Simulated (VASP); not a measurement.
# AgCl in VASP: notebook, part 2 of 2

VASP 6.6.1. The steps go on from the part before.

## Step 6: Single point, PBEsol

This run uses another cell than the first one, of 21.33 Å³/atom, 1.041 times its volume.

INCAR reads:

```
SYSTEM = AgCl
PREC = Accurate ; ENCUT = 520
EDIFF = 1E-7 ; ISMEAR = -1
SIGMA = 0.01 ; LREAL = .False.
LASPH = .True. ; NELM = 60
ALGO = Normal ; ISIF = 2
LWAVE = .False. ; LCHARG = .True.
GGA = PS ; LELF = .True.
LVHAR = .True. ; NBANDS = 16
```

KPOINTS reads:

```
regular mesh
0
Gamma
  9 9 9
  0 0 0
```

POSCAR reads:

```
AgCl
1.0
    0.0000000000      2.7731500000      2.7731500000
    2.7731500000      0.0000000000      2.7731500000
    2.7731500000      2.7731500000      0.0000000000
Ag Cl
1 1
Direct
    0.5000000000      0.5000000000      0.5000000000
    0.0000000000      0.0000000000      0.0000000000
```

Potentials or basis: VASP PAW PBE potentials, release 64 (Ag, Cl).

Run with:

```console
$ cat potpaw_PBE.64/Ag/POTCAR potpaw_PBE.64/Cl/POTCAR > POTCAR
$ mpirun -np 1 vasp_std > vasp.out
```

OUTCAR:

```text
SYSTEM = AgCl
   PREC = Accurate
   ENCUT = 520
   EDIFF = 1E-7
   ISMEAR = -1
   LREAL = .False.
   LASPH = .True.
   NELM = 60
   ISIF = 2
   GGA = PS

 ion  position               nearest neighbor table
   1  0.500  0.500  0.500-   2 2.77   2 2.77   2 2.77   2 2.77   2 2.77   2 2.77
   2  0.000  0.000  0.000-   1 2.77   1 2.77   1 2.77   1 2.77   1 2.77   1 2.77

  LATTYP: Found a face centered cubic cell.
 ALAT       =     5.5463000000

  Lattice vectors:

 A1 = (   0.0000000000,   2.7731500000,   2.7731500000)
 A2 = (   2.7731500000,   0.0000000000,   2.7731500000)
 A3 = (   2.7731500000,   2.7731500000,   0.0000000000)

Analysis of symmetry for initial positions (statically):
=====================================================================
 Subroutine PRICEL returns:
 Original cell was already a primitive cell.

 Routine SETGRP: Setting up the symmetry group for a
 face centered cubic supercell.

 Subroutine GETGRP returns: Found 48 space group operations
 (whereof 48 operations were pure point group operations)
 out of a pool of 48 trial point group operations.

The static configuration has the point symmetry O_h .

Analysis of symmetry for dynamics (positions and initial velocities):
=====================================================================
 Subroutine PRICEL returns:
 Original cell was already a primitive cell.

 Routine SETGRP: Setting up the symmetry group for a
 face centered cubic supercell.

 Subroutine GETGRP returns: Found 48 space group operations
 (whereof 48 operations were pure point group operations)
 out of a pool of 48 trial point group operations.

The dynamic configuration has the point symmetry O_h .

 Subroutine INISYM returns: Found 48 space group operations
 (whereof 48 operations are pure point group operations),
 and found     1 'primitive' translations

----------------------------------------------------------------------------------------

                                     Primitive cell

  volume of cell :      42.6530

  direct lattice vectors                    reciprocal lattice vectors
     0.000000000  2.773150000  2.773150000    -0.180300380  0.180300380  0.180300380
     2.773150000  0.000000000  2.773150000     0.180300380 -0.180300380  0.180300380
     2.773150000  2.773150000  0.000000000     0.180300380  0.180300380 -0.180300380

  length of vectors
     3.921826340  3.921826340  3.921826340     0.312289420  0.312289420  0.312289420

  position of ions in fractional coordinates (direct lattice)
     0.500000000  0.500000000  0.500000000
     0.000000000  0.000000000  0.000000000

  ion indices of the primitive-cell ions
   primitive index   ion index
                 1           1
                 2           2

----------------------------------------------------------------------------------------

 KPOINTS: regular mesh

Automatic generation of k-mesh.
 Grid dimensions read from file:
 generate k-points for:    9    9    9

 Generating k-lattice:

  Cartesian coordinates                     Fractional coordinates (reciprocal lattice)
    -0.020033376  0.020033376  0.020033376     0.111111111  0.000000000  0.000000000
     0.020033376 -0.020033376  0.020033376     0.000000000  0.111111111  0.000000000
     0.020033376  0.020033376 -0.020033376     0.000000000  0.000000000  0.111111111

  Length of vectors
     0.034698824  0.034698824  0.034698824

  Shift w.r.t. Gamma in fractional coordinates (k-lattice)
     0.000000000  0.000000000  0.000000000

 Subroutine IBZKPT returns following result:
 ===========================================

 Found     35 irreducible k-points:

 Following reciprocal coordinates:
            Coordinates               Weight
  0.000000  0.000000  0.000000      1.000000
  0.111111  0.000000  0.000000      8.000000
  0.222222  0.000000  0.000000      8.000000
  0.333333  0.000000  0.000000      8.000000
  0.444444  0.000000  0.000000      8.000000
  0.111111  0.111111  0.000000      6.000000
[... 16 lines left out ...]
 -0.333333  0.333333  0.000000     12.000000
  0.444444  0.444444  0.000000      6.000000
 [... further k-points ...]
   k-points           NKPTS =     35   k-points in BZ     NKDIM =     35   number of bands    NBANDS=     16
   number of dos      NEDOS =    301   number of ions     NIONS =      2
   total plane-waves  NPLWV =  27000
   dimension x,y,z NGX =    30 NGY =   30 NGZ =   30
   dimension x,y,z NGXF=    60 NGYF=   60 NGZF=   60
   ions per type =               1   1
   NGX,Y,Z   is equivalent  to a cutoff of  12.72, 12.72, 12.72 a.u.
   NGXF,Y,Z  is equivalent  to a cutoff of  25.43, 25.43, 25.43 a.u.
 SYSTEM =  AgCl
   PREC   = accura    normal or accurate (medium, high low for compatibility)
   ISTART =      0    job   : 0-new  1-cont  2-samecut
   ICHARG =      2    charge: 1-file 2-atom 10-const
   ISPIN  =      1    spin polarized calculation?
   LNONCOLLINEAR =      F non collinear calculations
   LSORBIT =      F    spin-orbit coupling
   LASPH  =      T    aspherical Exc in radial PAW
   ENCUT  =  520.0 eV  38.22 Ry    6.18 a.u.   7.29  7.29  7.29*2*pi/ulx,y,z
   NELM   =     60;   NELMIN=  2; NELMDL= -5     # of ELM steps
   EDIFF  = 0.1E-06   stopping-criterion for ELM
   LREAL  =      F    real-space projection
   EDIFFG = 0.1E-05   stopping-criterion for IOM
   NSW    =      0    number of steps for IOM
   IBRION =     -1    ionic relax: 0-MD 1-quasi-New 2-CG
   NFREE  =      0    steps in history (QN), initial steepest desc. (CG)
   ISIF   =      2    stress and relaxation
   ISYM   =      2    0-nonsym 1-usesym 2-fastsym
   POTIM  = 0.5000    time-step for ionic-motion
   TEBEG  =    0.0;   TEEND  =   0.0 temperature during run
   PSTRESS=    0.0 pullay stress
   NELECT =      18.0000    total number of electrons
   NUPDOWN=      -1.0000    fix difference up-down
   EMIN   =  10.00;   EMAX   =-10.00  energy-range for DOS
   EFERMI =   0.00;   METHOD = LEGACY
   ISMEAR =    -1;   SIGMA  =   0.01  broadening in eV -4-tet -1-fermi 0-gaus
   EFERMI_NEDOS =   21; number of points for ismear=-14 and -15
   IALGO  =     38    algorithm
   IMIX   =      4    mixing-type and parameters
     AMIX     =   0.40;   BMIX     =  1.00
     AMIX_MAG =   1.60;   BMIX_MAG =  1.00
  volume/ion in A,a.u.               =      21.33       143.92
  Fermi-wavevector in a.u.,A,eV,Ry     =   1.227955  2.320498 20.515850  1.507872
  Thomas-Fermi vector in A             =   2.362898
   LORBIT       =      0    0 simple, 1 ext, 2 COOP (PROOUT), +10 PAW based schemes
   GGA     = PS    functional components
   LHFCALC =     F    Hartree Fock is set to
   AEXX    =    0.0000 exact exchange contribution
   IVDW    =     0    specifies the selected vdW correction
   LEPSILON=     F    determine dielectric tensor
   LRPA    =     F    only Hartree local field effects (RPA)
 non-spin polarized calculation
  energy-cutoff  :      520.00
  volume of cell :       42.65
 maximum number of plane-waves:      1161
 NGX is ok and might be reduce to    30
   NGX = 15   NGY = 15   NGZ = 15

 number of electron      18.0000005 magnetization

 Free energy of the ion-electron system (eV)
  ---------------------------------------------------
  ext. energy  EPLUGINS =         0.00000000
  ---------------------------------------------------
  free energy    TOTEN  =        -6.04130413 eV

  energy without entropy =       -6.04130413  energy(sigma->0) =       -6.04130413

 E-fermi :   3.9277     XC(G=0): -10.2156

 val. band max:        3.6665353279   @ k =   0.4444   0.0000   0.0000
 cond. band min:       4.4430820347   @ k =   0.0000   0.0000   0.0000
 fundamental gap:      0.7765467069
 Fermi energy:         3.9277474493

 k-point     1 :       0.0000    0.0000    0.0000
  band No.  band energies     occupation
      1     -11.4296      2.00000
      2       1.2383      2.00000
      3       1.2383      2.00000
      4       1.2383      2.00000
      5       1.2776      2.00000
      6       1.2776      2.00000
[... 8 lines left out ...]
     15      16.8739      0.00000
     16      16.8739      0.00000

 k-point     2 :       0.1111    0.0000    0.0000
  band No.  band energies     occupation
      1     -11.3806      2.00000
      2       0.6358      2.00000
      3       0.6666      2.00000
      4       0.6666      2.00000
      5       1.2834      2.00000
      6       1.2834      2.00000
[... 8 lines left out ...]
     15      15.7173      0.00000
     16      16.2383      0.00000
[... 387 lines left out ...]
      5       1.4981      2.00000
      6       1.6307      2.00000
[... 8 lines left out ...]
     15      16.7145      0.00000
     16      19.8779      0.00000

 k-point    24 :       0.4444    0.4444    0.0000
  band No.  band energies     occupation
      1     -10.9696      2.00000
      2      -0.7403      2.00000
      3       0.6152      2.00000
      4       0.6152      2.00000
      5       0.9093      2.00000
      6       1.4652      2.00000
[... 8 lines left out ...]
     15      19.0862      0.00000
     16      19.0864      0.00000

 [... further k-points ...]
[... 5 lines left out ...]
  --------------------------------------------------------------------------------------
  -------------------------------------------------------------------------------------
  Total       -0.7297333     -0.7297333     -0.7297333      0.0000000      0.0000000      0.0000000
  in kB      -27.4109851    -27.4109851    -27.4109851      0.0000000      0.0000000      0.0000000
  external PRESSURE =     -27.4109851 kB  Pullay stress =       0.0000000 kB

 VOLUME and BASIS-vectors are now :
 -----------------------------------------------------------------------------
  energy-cutoff  :      520.00
  volume of cell :       42.65
      direct lattice vectors                 reciprocal lattice vectors
     0.000000000  2.773150000  2.773150000    -0.180300380  0.180300380  0.180300380
     2.773150000  0.000000000  2.773150000     0.180300380 -0.180300380  0.180300380
     2.773150000  2.773150000  0.000000000     0.180300380  0.180300380 -0.180300380

 POSITION                                       TOTAL-FORCE (eV/Angst)
 -----------------------------------------------------------------------------------
      2.77315      2.77315      2.77315        -0.000000     -0.000000     -0.000000
      0.00000      0.00000      0.00000         0.000000      0.000000      0.000000
 -----------------------------------------------------------------------------------
    total drift:                                0.000000      0.000000      0.000000

  FREE ENERGIE OF THE ION-ELECTRON SYSTEM (eV)
  ---------------------------------------------------
  free  energy   TOTEN  =        -6.0413041333 eV

  energy  without entropy=       -6.0413041333  energy(sigma->0) =       -6.04130413
```

stdout:

```text
POSCAR found type information on POSCAR AgCl
 POSCAR found :  2 types and       2 ions
 scaLAPACK will be used
 -----------------------------------------------------------------------------
|                                                                             |
|                                                                             |
|     You enforced a specific xc type in the INCAR file but a different       |
|     I HOPE YOU KNOW WHAT YOU ARE DOING!                                     |
|                                                                             |
 -----------------------------------------------------------------------------

 LDA part: xc-table for (Slater+PW92), standard interpolation
 POSCAR, INCAR and KPOINTS ok, starting setup
 FFT: planning ... GRIDC
 FFT: planning ... GRID_SOFT
 FFT: planning ... GRID
 WAVECAR not read
 entering main loop
```

Run time: 10 s. Hardware: 1 thread of Intel Xeon 6975P-C (Granite Rapids), shared host; peak memory 0.17 GiB.

What came out:

* Free energy: -6.0413 eV
* Pressure: -2.7 GPa
* Band gap on the k mesh: 0.78 eV, indirect (least direct gap 3.00 eV)

Levels at points of the mesh, in eV from the valence-band top:
| k point | band 5 | band 6 | band 7 | band 8 | band 9 | band 10 | band 11 | band 12 | band 13 | band 14 |
| --- | --- | --- | --- | --- | --- | --- | --- | --- | --- | --- |
| (0.00, 0.00, 0.00) | -2.39 | -2.39 | -2.29 | -2.29 | -2.29 | 0.78 | 10.79 | 10.79 | 10.79 | 12.13 |

Caveat: the PAW data sets were made with another functional, which shifts forces and pressure a little.

## Step 7: Summary

| cell | gap on the mesh (eV) | pressure (GPa) |
| --- | --- | --- |
| a = 3.883, b = 3.883, c = 3.843 Å, angles 60.3, 60.3, 59.3°, 2 atoms | 0.71 | -0.8 |
| a = 3.883, b = 3.883, c = 3.922 Å, angles 59.7, 59.7, 60.7°, 2 atoms | 0.72 | -1.8 |
| a = 3.902, b = 3.902, c = 3.922 Å, angles 59.8, 59.8, 60.3°, 2 atoms | 0.75 | -2.3 |
| a = 3.902, b = 3.902, c = 3.883 Å, angles 60.2, 60.2, 59.7°, 2 atoms | 0.74 | -1.8 |
| a = 3.922 Å, angles 60.0°, 2 atoms | 0.78 | -2.7 |

Alike in all rows: task single point; level PBEsol; potentials or basis VASP PAW PBE potentials, release 64 (Ag, Cl); no spin polarisation; k mesh 9 × 9 × 9; cutoff (eV) 520; smearing fermi-dirac 0.01 eV.

Caveats: the PAW data sets were made with another functional, which shifts forces and pressure a little.

Absolute energies hang on the potentials; compare differences alone.

## Step 8: Comparison with measurements

Step 6. Measured gap of AgCl: 3.249 eV (indirect; a printed reference work, data compilation). This calculation gives 0.78 eV (-2.47 eV). So large a miss can be the level of theory's own, or it may mean another phase, state or a wrong row. Spin-orbit coupling on Ag is left out. The value is that of PBEsol on a finite k mesh, which can miss the band edges, without temperature or zero-point motion. Semilocal functionals fall short of measured gaps as a rule.
